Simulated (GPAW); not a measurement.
The system is Na2S.

```xyz
3
Lattice="0.0000 3.2735 3.2735 3.2735 0.0000 3.2735 3.2735 3.2735 0.0000" Properties=species:S:1:pos:R:3 pbc="T T T"
S     0.0000    0.0000    0.0000
Na    4.9102    4.9102    4.9102
Na    1.6367    1.6367    1.6367
```

Base run:

| Item | Value |
| --- | --- |
| Program | GPAW 26.7.0 |
| Functional | PBEsol |
| Potentials or basis | PAW data sets generated in the run's folder for this functional |
| Cutoff | 800 eV |
| Basis | pw |
| k mesh | 7 × 7 × 7 |
| Occupations | fermi-dirac, width 0.05 eV |
| Spin | no spin polarisation |

Its results: band gap on the k mesh 2.36 eV, direct; pressure -0.5 GPa.

Q: The run is repeated on the same cell with these changes: functional from PBEsol to r2SCAN; potentials or basis from PAW data sets generated in the run's folder for this functional to GPAW PAW data sets (gpaw-data 1.2.1). What comes out?

A: Band gap on the k mesh 3.02 eV, direct; pressure -0.3 GPa.

Caveats: the PAW data sets were made with another functional, which shifts forces and pressure a little (some runs).

Not every run made on this cell is shown here.
